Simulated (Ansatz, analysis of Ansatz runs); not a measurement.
## Migration in LaOF (R-3m): H transfer from O to F, charge 0

Aim: the barrier of one jump in LaOF (R-3m) at charge 0: H transfer from O to F. The model is a cell of 36 host atoms with 1 H put in; H is the atom that moves.

Program: Ansatz 0.2.0. Level of theory: plane-wave PAW DFT, PBEsol; relaxation of all atoms of a defect supercell. Results are calculated unless marked as measured.

## 1. The starting structure

The cell holds 37 atoms: 12 La, 12 O, 12 F and 1 H. Cell: a = 8.026 Å, b = 12.040 Å, c = 7.079 Å, α = 73.5°, β = 73.5°, γ = 60.0°. It derives from LaOF (space group R-3m). Nearest the centre at fractional (0.878, 0.417, 0.739): H37 at 0.46 Å, F11 at 1.43 Å, O27 at 1.46 Å, La26 at 2.02 Å, La20 at 2.02 Å, F30 at 3.09 Å, F24 at 3.09 Å, O9 at 3.18 Å.

The cell's shortest repeat is 7.1 Å.

## 2. Relaxation of the start point, charge 0

A barrier is counted from a minimum, so both ends are relaxed first. Small random displacements break the symmetry of the ideal sites, so that the defect can distort if it gains by it. The cell holds an odd number of electrons, so the run is spin-polarised with the moment held at 1 μB.

Input file q0_M1.start/input.yaml:

```yaml
crystal:
  lattice:
    - [-4.01323028, 6.95111875, 0.0]
    - [-12.03969085, 0.0, 0.0]
    - [-2.00661514, 1.15851979, 6.68937332]
  atoms:
    - { symbol: La, position: [0.12912111, 0.08608074, 0.22527337] }
    - { symbol: La, position: [0.37087889, 0.2472526, 0.77472663] }
    - { symbol: O, position: [0.1884472, 0.12563147, 0.86931681] }
    - { symbol: O, position: [0.3115528, 0.20770187, 0.13068319] }
    - { symbol: F, position: [0.06449263, 0.04299509, 0.6130442] }
    - { symbol: F, position: [0.43550737, 0.29033824, 0.3869558] }
    - { symbol: La, position: [0.12912111, 0.41941407, 0.22527337] }
    - { symbol: La, position: [0.37087889, 0.58058593, 0.77472663] }
    - { symbol: O, position: [0.1884472, 0.4589648, 0.86931681] }
    - { symbol: O, position: [0.3115528, 0.5410352, 0.13068319] }
    - { symbol: F, position: [0.06449263, 0.37632842, 0.6130442] }
    - { symbol: F, position: [0.43550737, 0.62367158, 0.3869558] }
    - { symbol: La, position: [0.12912111, 0.7527474, 0.22527337] }
    - { symbol: La, position: [0.37087889, 0.91391926, 0.77472663] }
    - { symbol: O, position: [0.1884472, 0.79229813, 0.86931681] }
    - { symbol: O, position: [0.3115528, 0.87436853, 0.13068319] }
    - { symbol: F, position: [0.06449263, 0.70966176, 0.6130442] }
    - { symbol: F, position: [0.43550737, 0.95700491, 0.3869558] }
    - { symbol: La, position: [0.62912111, 0.08608074, 0.22527337] }
    - { symbol: La, position: [0.87087889, 0.2472526, 0.77472663] }
    - { symbol: O, position: [0.6884472, 0.12563147, 0.86931681] }
    - { symbol: O, position: [0.8115528, 0.20770187, 0.13068319] }
    - { symbol: F, position: [0.56449263, 0.04299509, 0.6130442] }
    - { symbol: F, position: [0.93550737, 0.29033824, 0.3869558] }
    - { symbol: La, position: [0.62912111, 0.41941407, 0.22527337] }
    - { symbol: La, position: [0.87087889, 0.58058593, 0.77472663] }
    - { symbol: O, position: [0.6884472, 0.4589648, 0.86931681] }
    - { symbol: O, position: [0.8115528, 0.5410352, 0.13068319] }
    - { symbol: F, position: [0.56449263, 0.37632842, 0.6130442] }
    - { symbol: F, position: [0.93550737, 0.62367158, 0.3869558] }
    - { symbol: La, position: [0.62912111, 0.7527474, 0.22527337] }
    - { symbol: La, position: [0.87087889, 0.91391926, 0.77472663] }
    - { symbol: O, position: [0.6884472, 0.79229813, 0.86931681] }
    - { symbol: O, position: [0.8115528, 0.87436853, 0.13068319] }
    - { symbol: F, position: [0.56449263, 0.70966176, 0.6130442] }
    - { symbol: F, position: [0.93550737, 0.95700491, 0.3869558] }
    - { symbol: H, position: [0.818278, 0.430606, 0.779808] }
basis:
  ecutwfc: 420
  xc_grid: 2
hamiltonian:
  xc: pbesol
kpoints:
  mp_grid: { grid: [1, 1, 1], shift: [0.25, 0.25, 0.25] }
magnetization:
  spin_polarized: true
  initial_magnetization: 1
  spin_locking: { lock_magnetization: hard }
scf:
  occupations: { method: fixed }
  max_iter: 100
output:
  forces: true
relax:
  f_tol: 0.02
  max_steps: 70
  random_displacement: { amplitude: 0.03, seed: 4401 }
```

On the command line:

```console
$ ansatz run input.yaml --threads 4 --pin off --max-ram 7536MiB --backend cpu --events-out ev --progress --plain --runs-dir out
```

Numbers of over 12 decimals in the logs are rounded to 6 here.

Log:

```text
[... repeated set-up lines and file paths are left out, and long positions are rounded to six places ...]
The last accepted step is kept in <dir> (removed where the run ends without a failure and the disk answers)
Engine: ansatz 0.2.0, x86_64-unknown-linux-gnu
Pseudopotentials: kind: paw
Pseudopotential: La, paw, valence charge 11, recommended cutoff 420 eV (normal), La.paw.azcp
Pseudopotential: O, paw, valence charge 6, recommended cutoff 420 eV (normal), O.paw.azcp
Pseudopotential: F, paw, valence charge 7, recommended cutoff 420 eV (normal), F.paw.azcp
Pseudopotential: H, paw, valence charge 1, recommended cutoff 420 eV (normal), H.paw.azcp
Functional definition: PBEsol
  exchange = pbesol_x
  correlation = pbesol_c
Crystal: 37 atoms, lattice volume = 559.829 Å³
Basis set: ecut = 420 eV, 10937 PW (Γ), exchange–correlation on 108×162×96 points (8 copies of the dense FFT grid, shifted against one another)
Bands: 182, of which v1, the nominal top of the filled ones, is band 145 counted from 1 (144 counted from 0)
Symmetry: 1 space group operations
k-points: 1
Non-local potential: La, projectors of the file, l = 0: 3, l = 1: 2, l = 2: 2, l = 3: 3
Non-local potential: O, projectors of the file, l = 0: 2, l = 1: 2, l = 2: 1
Non-local potential: F, projectors of the file, l = 0: 2, l = 1: 2, l = 2: 1
Non-local potential: H, projectors of the file, l = 0: 2, l = 1: 1
PAW form: soft (Blöchl's): semilocal exchange-correlation on the pseudo side does not see the compensation charge
PAW frozen core: La, regenerated for the run's functional, and the local potential with it (the file was generated under x = pbe(κ = 0.804, μ = 0.219515), c = pbe(β = 0.066725))
PAW frozen core: O, regenerated for the run's functional, and the local potential with it (the file was generated under x = pbe(κ = 0.804, μ = 0.219515), c = pbe(β = 0.066725))
PAW frozen core: F, regenerated for the run's functional, and the local potential with it (the file was generated under x = pbe(κ = 0.804, μ = 0.219515), c = pbe(β = 0.066725))
PAW one-centre angular grid: La, 590 points (default); XC on 64 Gauss nodes
PAW one-centre angular grid: O, 110 points (default); XC on 64 Gauss nodes
PAW one-centre angular grid: F, 110 points (default); XC on 64 Gauss nodes
PAW one-centre angular grid: H, 110 points (default); XC on 64 Gauss nodes
Initial density: superposition of atomic densities (chi_scale 0.1, normalization cell, long waves kept (reshape's long-wave potential 0.33 eV rms))
Starting moments: Σ|m| = 1 μB on 37 of 37 sites
Initial wavefunctions: pseudopotential atomic-orbital guess
Functional: x = pbesol(κ = 0.804, μ = 0.123457), c = pbesol(β = 0.046)
SCF iter   1: F=—  HF=-90456.982389 eV  |F-HF|=—  |Δ(HF+E_count)|=         —  Δρ=1.97e-1 (↑1.97e-1 ↓1.96e-1)  dr2=1.33e3  dr2_m=3.39e-2  M=1.000 μB ∫|m|=1.031 μB  β_m=0.30  ethr=3.10e-3  ⟨swp⟩=5.0  Hψ=1320  notcnv=0  defer=48
preconditioner: auto → Resta (q_TF=auto, 2.444 Å⁻¹)  ε∞=6.7  [insulator: Δε(μ)=0.017 eV  Ē_g=10.678 eV  n_scr=134 (ndim 8)  ℏωp=25.5 eV  f_vac=0.000  ε∞_Penn≈6.7]
spin=Collinear: Resta preconditioning applied to the charge; magnetization (m = ρ↑ − ρ↓) channel mixes plain (no charge-response kernel on spin).
SCF iter   2: F=—  HF=-90375.910218 eV  |F-HF|=—  |Δ(HF+E_count)|=    8.11e1  Δρ=5.89e-2 (↑5.71e-2 ↓5.89e-2)  dr2=6.09e1  dr2_m=1.78e-2  M=1.000 μB ∫|m|=1.019 μB  β_m=0.28  ethr=3.10e-3  ⟨swp⟩=9.0  Hψ=1424  notcnv=0  defer=68
SCF iter   3: F=—  HF=-90365.379703 eV  |F-HF|=—  |Δ(HF+E_count)|=    1.05e1  Δρ=3.20e-2 (↑3.08e-2 ↓3.20e-2)  dr2=2.52e1  dr2_m=1.03e-2  M=1.000 μB ∫|m|=1.018 μB  β_m=0.64  ethr=3.10e-3  ⟨swp⟩=5.5  Hψ=691  notcnv=0  defer=70
SCF iter   4: F=—  HF=-90359.690622 eV  |F-HF|=—  |Δ(HF+E_count)|=    5.69e0  Δρ=1.30e-2 (↑1.30e-2 ↓1.04e-2)  dr2=6.49e0  dr2_m=5.52e-2  M=1.000 μB ∫|m|=1.043 μB  β_m=0.65  ethr=3.10e-3  ⟨swp⟩=9.5  Hψ=755  notcnv=0  defer=70
SCF iter   5: F=—  HF=-90358.976221 eV  |F-HF|=—  |Δ(HF+E_count)|=   7.14e-1  Δρ=1.03e-2 (↑1.03e-2 ↓9.86e-3)  dr2=3.43e0  dr2_m=8.10e-3  M=1.000 μB ∫|m|=1.043 μB  β_m=0.67  ethr=2.24e-3  ⟨swp⟩=6.0  Hψ=446  notcnv=0  defer=71
SCF iter   6: F=—  HF=-90358.419974 eV  |F-HF|=—  |Δ(HF+E_count)|=   5.56e-1  Δρ=6.32e-3 (↑6.27e-3 ↓6.32e-3)  dr2=1.46e0  dr2_m=2.00e-3  M=1.000 μB ∫|m|=1.044 μB  β_m=0.79  ethr=1.19e-3  ⟨swp⟩=6.0  Hψ=570  notcnv=0  defer=70
SCF iter   7: F=—  HF=-90358.100778 eV  |F-HF|=—  |Δ(HF+E_count)|=   3.19e-1  Δρ=3.09e-3 (↑2.96e-3 ↓3.09e-3)  dr2=3.09e-1  dr2_m=8.31e-4  M=1.000 μB ∫|m|=1.038 μB  β_m=0.79  ethr=5.06e-4  ⟨swp⟩=7.5  Hψ=493  notcnv=0  defer=69
SCF iter   8: F=—  HF=-90358.040044 eV  |F-HF|=—  |Δ(HF+E_count)|=   6.07e-2  Δρ=1.60e-3 (↑1.51e-3 ↓1.60e-3)  dr2=8.05e-2  dr2_m=1.80e-4  M=1.000 μB ∫|m|=1.037 μB  β_m=0.72  ethr=1.07e-4  ⟨swp⟩=6.5  Hψ=558  notcnv=0  defer=71
SCF iter   9: F=—  HF=-90358.022381 eV  |F-HF|=—  |Δ(HF+E_count)|=   1.77e-2  Δρ=6.46e-4 (↑6.46e-4 ↓6.09e-4)  dr2=1.48e-2  dr2_m=9.08e-5  M=1.000 μB ∫|m|=1.035 μB  β_m=0.74  ethr=2.79e-5  ⟨swp⟩=6.5  Hψ=467  notcnv=0  defer=71
SCF iter  10: F=—  HF=-90358.019401 eV  |F-HF|=—  |Δ(HF+E_count)|=   2.98e-3  Δρ=2.31e-4 (↑2.31e-4 ↓1.86e-4)  dr2=1.32e-3  dr2_m=1.89e-5  M=1.000 μB ∫|m|=1.035 μB  β_m=0.82  ethr=5.12e-6  ⟨swp⟩=7.0  Hψ=586  notcnv=0  defer=71
SCF iter  11: F=—  HF=-90358.020039 eV  |F-HF|=—  |Δ(HF+E_count)|=   6.37e-4  Δρ=1.44e-4 (↑1.44e-4 ↓1.36e-4)  dr2=4.91e-4  dr2_m=2.69e-6  M=1.000 μB ∫|m|=1.036 μB  β_m=0.76  ethr=4.55e-7  ⟨swp⟩=3.5  Hψ=629  notcnv=0  defer=71
SCF iter  12: F=—  HF=-90358.020021 eV  |F-HF|=—  |Δ(HF+E_count)|=   1.79e-5  Δρ=4.95e-5 (↑4.95e-5 ↓4.79e-5)  dr2=3.96e-5  dr2_m=2.64e-6  M=1.000 μB ∫|m|=1.036 μB  β_m=0.76  ethr=1.70e-7  ⟨swp⟩=3.0  Hψ=565  notcnv=0  defer=71
SCF iter  13: F=—  HF=-90358.020044 eV  |F-HF|=—  |Δ(HF+E_count)|=   2.30e-5  Δρ=2.80e-5 (↑2.80e-5 ↓1.78e-5)  dr2=1.21e-5  dr2_m=1.18e-6  M=1.000 μB ∫|m|=1.036 μB  β_m=0.88  ethr=3.46e-9  ⟨swp⟩=6.5  Hψ=1212  notcnv=0
SCF iter  14: F=—  HF=-90358.020051 eV  |F-HF|=—  |Δ(HF+E_count)|=   6.89e-6  Δρ=1.48e-5 (↑1.48e-5 ↓1.34e-5)  dr2=4.33e-6  dr2_m=9.28e-8  M=1.000 μB ∫|m|=1.036 μB  β_m=0.87  ethr=3.46e-9  ⟨swp⟩=6.0  Hψ=1100  notcnv=0
SCF iter  15: F=—  HF=-90358.020051 eV  |F-HF|=—  |Δ(HF+E_count)|=   5.07e-7  Δρ=9.86e-6 (↑9.86e-6 ↓8.19e-6)  dr2=1.72e-6  dr2_m=3.01e-8  M=1.000 μB ∫|m|=1.036 μB  β_m=0.78  ethr=1.50e-9  ⟨swp⟩=5.5  Hψ=1074  notcnv=0
SCF iter  16: F=-90358.020051 eV  HF=-90358.020051 eV  |F-HF|=2.95e-8  |Δ(HF+E_count)|=   4.62e-8  Δρ=2.79e-6 (↑2.79e-6 ↓2.32e-6)  dr2=1.97e-7  dr2_m=3.63e-9  M=1.000 μB ∫|m|=1.036 μB  ethr=5.96e-10  ⟨swp⟩=4.5  Hψ=809  notcnv=0
[...]
SCF iter   1: F=—  HF=-90359.571780 eV  |F-HF|=—  |Δ(HF+E_count)|=         —  Δρ=1.60e-4 (↑1.60e-4 ↓1.48e-4)  dr2=3.16e-4  dr2_m=5.82e-7  M=1.000 μB ∫|m|=1.018 μB  β_m=0.30  ethr=9.20e-7  ⟨swp⟩=3.0  Hψ=674  notcnv=0  defer=71
SCF iter   2: F=—  HF=-90359.571703 eV  |F-HF|=—  |Δ(HF+E_count)|=   7.76e-5  Δρ=1.05e-4 (↑1.05e-4 ↓9.74e-5)  dr2=1.36e-4  dr2_m=2.80e-7  M=1.000 μB ∫|m|=1.018 μB  β_m=0.57  ethr=1.09e-7  ⟨swp⟩=2.0  Hψ=464  notcnv=0  defer=64
SCF iter   3: F=—  HF=-90359.571664 eV  |F-HF|=—  |Δ(HF+E_count)|=   3.84e-5  Δρ=1.99e-5 (↑1.99e-5 ↓1.96e-5)  dr2=6.57e-6  dr2_m=1.06e-8  M=1.000 μB ∫|m|=1.018 μB  β_m=0.54  ethr=4.72e-8  ⟨swp⟩=2.0  Hψ=563  notcnv=0  defer=63
SCF iter   4: F=—  HF=-90359.572042 eV  |F-HF|=—  |Δ(HF+E_count)|=   3.77e-4  Δρ=7.69e-6 (↑7.62e-6 ↓7.69e-6)  dr2=7.74e-7  dr2_m=2.26e-9  M=1.000 μB ∫|m|=1.018 μB  β_m=0.68  ethr=2.27e-9  ⟨swp⟩=2.0  Hψ=537  notcnv=0  defer=63
SCF iter   5: F=—  HF=-90359.572042 eV  |F-HF|=—  |Δ(HF+E_count)|=   1.90e-8  Δρ=2.82e-6 (↑2.77e-6 ↓2.82e-6)  dr2=1.29e-7  dr2_m=1.32e-10  M=1.000 μB ∫|m|=1.018 μB  β_m=0.66  ethr=2.68e-10  ⟨swp⟩=2.0  Hψ=567  notcnv=0  defer=63
SCF iter   6: F=-90359.572042 eV  HF=-90359.572042 eV  |F-HF|=6.40e-10  |Δ(HF+E_count)|=   7.48e-9  Δρ=1.04e-6 (↑1.04e-6 ↓1.02e-6)  dr2=1.72e-8  dr2_m=2.90e-11  M=1.000 μB ∫|m|=1.018 μB  ethr=3.46e-11  ⟨swp⟩=4.5  Hψ=1192  notcnv=0
SCF 17 converged in 6 iterations: F = -90359.572042 eV  dr2 = 1.72e-8
relax step  17: F+E_penalty+E_count = -90359.57204173 eV  Δ(F+E_penalty+E_count) = -1.122e-4 eV  max|allowed force component| = 6.907e-3 eV/Å  Δτ_max = 0.0023 Å  (6 SCF iters, accepted)
SCF converged after 6 iterations
Stability checked in part: among states of this total moment the steps that led to this state did not find it unstable. No probe was made; neither looks for a lower state of another moment (fixed_total_moment; see scf.lower_state_search)
Magnetization: 1.0000 μB (145.0000 up, 144.0000 down)
Absolute magnetization: 1.0196 μB (∫|ρ↑−ρ↓|, with the PAW one-centre terms)
Spin contamination: 0.0014 ħ² per cell (⟨S²⟩ above its minimum at these occupations)
Per-site moments (μB) at R_I (Å): [(0.000910272, 0.983481), (0.00643014, 0.967204), (0.000657177, 0.966407), [... 34 left out ...]
Free energy (F): -90359.572042 eV
Harris-Foulkes:  -90359.572042 eV  (|F-HF|=6.40e-10)
Internal energy: -90359.572042 eV  (E = F + TS)
E sigma→0 (E₀):  -90359.572042 eV
Fermi energy:    12.172596 (↑ 12.172596, ↓ 8.361609) eV
--- Per-component energies (eV) ---
  E_band       = -461.810602
  E_kinetic    = 6918.524323
  E_local      = -14416.510429  (includes V_loc(G=0)·N_el)
  E_nonlocal   = 2645.325675
  E_hartree    = 5272.957230
  E_xc         = -3506.119778
  E_vxc        = -4142.446506  (∫ρ·V_xc dr)
  E_paw        = -68107.554300  (= ΣΔE_a)
  E_vpaw       = -2012.673189  (= ΣTr[D̂ρ^β])
  E_aug_tail   = 0.052137  (compensation charges beyond the density's cutoff)
  E_ewald      = -19169.213779
  E_core_change = 2.966880  (= ΣΔE_core)
  E_smearing   = -0.000000  (= −TS)
  E_closure    = -0.000000  (closes the sum)
  Σ components = -90359.572042   (vs F -90359.572042, Δ=0.00e0)
--- Forces (eV/Å), atoms counted from 1 ---
  atom   1  La    -0.00245270    -0.00105973     0.00007881
  atom   2  La    -0.00071116    -0.00415405    -0.00250864
  atom   3  O      0.00357650     0.00335259     0.00048156
  atom   4  O      0.00169079    -0.00083507    -0.00063618
  atom   5  F      0.00080894    -0.00050598     0.00006769
  atom   6  F      0.00019089    -0.00082761    -0.00067828
  atom   7  La     0.00080994     0.00100383    -0.00413802
  atom   8  La     0.00179093    -0.00098867    -0.00323717
  atom   9  O      0.00027880     0.00519923     0.00690470
  atom  10  O     -0.00153032     0.00196856    -0.00163859
  atom  11  F      0.00029688     0.00149891     0.00220045
  atom  12  F     -0.00018791     0.00015595     0.00124439
  atom  13  La    -0.00191100     0.00149210     0.00154626
  atom  14  La    -0.00378874    -0.00123564    -0.00483921
  atom  15  O     -0.00251888    -0.00248896     0.00019013
  atom  16  O      0.00269049     0.00091355     0.00548734
  atom  17  F      0.00053550     0.00014790     0.00108970
  atom  18  F      0.00088492     0.00122726     0.00120553
  atom  19  La    -0.00081285    -0.00154415     0.00183729
  atom  20  La    -0.00033619    -0.00146066    -0.00389358
  atom  21  O     -0.00073233     0.00219877     0.00100013
  atom  22  O     -0.00235819     0.00095531     0.00249552
  atom  23  F     -0.00044935     0.00053133     0.00030871
  atom  24  F     -0.00058735    -0.00025332     0.00073661
  atom  25  La     0.00181394     0.00191461     0.00014267
  atom  26  La    -0.00145982    -0.00501569    -0.00286847
  atom  27  O      0.00052142     0.00224017     0.00323011
  atom  28  O      0.00200621    -0.00182656    -0.00046246
  atom  29  F     -0.00065034    -0.00092799     0.00053425
  atom  30  F      0.00115405     0.00048486     0.00058448
  atom  31  La    -0.00237181    -0.00029319     0.00100002
  atom  32  La    -0.00139649    -0.00107781    -0.00076070
  atom  33  O      0.00165794    -0.00044754    -0.00104856
  atom  34  O      0.00239087    -0.00095171     0.00028348
  atom  35  F      0.00114524     0.00065611     0.00111037
  atom  36  F      0.00104751    -0.00094670    -0.00070926
  atom  37  H     -0.00109424     0.00091940    -0.00643971
  max |Σ_I F_I| component: 9.86e-5 eV/Å
--- Relaxed structure (17 steps of the walk, 15 accepted, 0 SCFs on fresh bases) ---
  F+E_penalty+E_count = -90359.57204173 eV   max|allowed force component| = 6.907e-3 eV/Å
  atoms:
    - { symbol: La, position: [0.134096, 0.082368, 0.228133] }
    - { symbol: La, position: [0.373217, 0.244288, 0.777795] }
    - { symbol: O, position: [0.192813, 0.121389, 0.871722] }
    - { symbol: O, position: [0.312897, 0.206713, 0.134034] }
    - { symbol: F, position: [0.068050, 0.039350, 0.613531] }
    - { symbol: F, position: [0.434014, 0.290345, 0.394006] }
    - { symbol: La, position: [0.129439, 0.421885, 0.226866] }
    - { symbol: La, position: [0.344269, 0.590024, 0.781394] }
    - { symbol: O, position: [0.197434, 0.451651, 0.867685] }
    - { symbol: O, position: [0.328946, 0.534963, 0.132028] }
    - { symbol: F, position: [0.059781, 0.375545, 0.618415] }
    - { symbol: F, position: [0.435243, 0.621820, 0.394596] }
    - { symbol: La, position: [0.128928, 0.751633, 0.222153] }
    - { symbol: La, position: [0.376431, 0.910834, 0.776025] }
    - { symbol: O, position: [0.191831, 0.796728, 0.867590] }
    - { symbol: O, position: [0.315285, 0.871750, 0.135288] }
    - { symbol: F, position: [0.063916, 0.714743, 0.602908] }
    - { symbol: F, position: [0.437333, 0.954817, 0.391119] }
    - { symbol: La, position: [0.629085, 0.085969, 0.230490] }
    - { symbol: La, position: [0.884907, 0.231304, 0.776000] }
    - { symbol: O, position: [0.691066, 0.123379, 0.871564] }
    - { symbol: O, position: [0.812463, 0.210695, 0.128377] }
    - { symbol: F, position: [0.567796, 0.041988, 0.614225] }
    - { symbol: F, position: [0.940240, 0.286514, 0.392640] }
    - { symbol: La, position: [0.630063, 0.415768, 0.240200] }
    - { symbol: La, position: [0.884565, 0.588226, 0.783680] }
    - { symbol: O, position: [0.694196, 0.460298, 0.845353] }
    - { symbol: O, position: [0.806979, 0.534190, 0.135428] }
    - { symbol: F, position: [0.572678, 0.375529, 0.613011] }
    - { symbol: F, position: [0.938736, 0.620177, 0.398725] }
    - { symbol: La, position: [0.636511, 0.749698, 0.228372] }
    - { symbol: La, position: [0.871309, 0.910339, 0.782334] }
    - { symbol: O, position: [0.683528, 0.795021, 0.871119] }
    - { symbol: O, position: [0.806590, 0.879108, 0.138544] }
    - { symbol: F, position: [0.572186, 0.701910, 0.618432] }
    - { symbol: F, position: [0.936599, 0.958523, 0.387275] }
    - { symbol: H, position: [0.716096, 0.482122, 0.699255] }
```

Run time: 52 s. Hardware: 4 threads of AMD EPYC 9R45, shared host; peak memory 1.4 GiB; 3.3 min of CPU time.

Relaxation path:

| step | energy less that of the first step (eV) | largest force component (eV/Å) |
| --- | --- | --- |
| 1 | 0.0000 | 3.0310 |
| 2 | -0.8916 | 1.3000 |
| 3 | -0.9903 | 2.6984 |
| 4 | -1.1678 | 0.7944 |
| 5 | -1.2456 | 1.7019 |
| 6 | -1.3855 | 0.6549 |
| 7 | -1.4144 | 0.3729 |
| 8 | -1.4449 | 0.2697 |
| 9 | -1.4720 | 0.6947 |
| 10 | -1.5069 | 0.2912 |
| 11 | -1.5140 | 1.3718 |
| 12 | -1.5117 | 0.4223 |
| 13 | -1.5496 | 0.0890 |
| 14 | -1.5514 | 0.0627 |
| 15 | -1.5519 | 0.0243 |
| 16 | -1.5518 | 0.0297 |
| 17 | -1.5520 | 0.0069 |

Relaxation steps 12, 16 were tried and not accepted.

The atoms that moved most (Å, from the sites as typed, ahead of the random displacement, the mean shift of all atoms taken out):

| atom | dx | dy | dz | length |
| --- | --- | --- | --- | --- |
| H37 | -0.050 | -0.800 | -0.541 | 0.967 |
| La26 | -0.166 | 0.109 | 0.058 | 0.207 |
| La8 | -0.021 | -0.174 | 0.043 | 0.180 |
| La20 | 0.132 | 0.102 | 0.007 | 0.167 |
| O27 | 0.008 | 0.015 | -0.162 | 0.163 |
| O10 | -0.001 | 0.126 | 0.007 | 0.126 |
| La25 | 0.009 | 0.027 | 0.098 | 0.102 |
| O28 | 0.090 | -0.023 | 0.030 | 0.098 |

The relaxed structure:

```xyz
37
Lattice="-4.0132 6.9511 0.0000 -12.0397 0.0000 0.0000 -2.0066 1.1585 6.6894" Properties=species:S:1:pos:R:3 pbc="T T T"
La   -1.9876    1.1964    1.5261
La   -5.9997    3.4954    5.2030
O    -3.9845    2.3502    5.8313
O    -4.0134    2.3303    0.8966
F    -1.9780    1.1838    4.1041
F    -6.0281    3.4733    2.6357
La   -6.0541    1.1626    1.5176
La  -10.0533    3.2983    5.2270
O    -7.9712    2.3776    5.8043
O    -8.0259    2.4395    0.8832
F    -6.0023    1.1320    4.1368
F   -10.0250    3.4826    2.6396
La  -10.0126    1.1536    1.4861
La  -14.0341    3.5157    5.1911
O   -12.1031    2.3386    5.8036
O   -12.0324    2.3483    0.9050
F   -10.0716    1.1428    4.0331
F   -14.0356    3.4931    2.6163
La   -4.0222    4.6399    1.5418
La   -7.8933    7.0501    5.1910
O    -6.0077    5.8134    5.8302
O    -6.0549    5.7963    0.8588
F    -4.0167    4.6584    4.1088
F    -8.0108    6.9906    2.6265
La   -8.0163    4.6579    1.6068
La  -12.2046    7.0566    5.2423
O   -10.0241    5.8048    5.6549
O    -9.9418    5.7663    0.9059
F    -8.0496    4.6909    4.1007
F   -12.0342    6.9872    2.6672
La  -12.0389    4.6890    1.5277
La  -16.0268    6.9629    5.2333
O   -14.0630    5.7605    5.8272
O   -14.0992    5.7672    0.9268
F   -11.9880    4.6938    4.1369
F   -16.0762    6.9591    2.5906
H   -10.0816    5.7878    4.6776
```

Neighbours of H37 at the end:

| atom | distance (Å) |
| --- | --- |
| O27 | 0.979 |
| F35 | 2.264 |
| F11 | 2.359 |
| F29 | 2.380 |
| La26 | 2.537 |
| La8 | 2.550 |
| La20 | 2.578 |
| F30 | 3.048 |
| F12 | 3.077 |

Read from the output:

- free energy: -90359.5720 eV
- total moment: 1 μB
- integral of the absolute spin density: 1.020 μB
- spin contamination: 0.001449
- r.m.s. move of the farther half of the atoms: 0.04956 Å
- largest move from the ideal geometry of this structure, a common shift of the far atoms taken out: 0.9871 Å

The relaxation gained 1.552 eV and ended with a largest force component of 0.0069 eV/Å.

[end of part 1 of 2]

[Logs are printed without paths, hosts, clocks, repeated set-up lines and the standing remarks that a program may print on its own settings, such as how far it seeks lower states.]

[Hosts, paths, dates, database ids (printed as entryN), source tags and the programs' standing remarks are cut or masked in the printed files.]
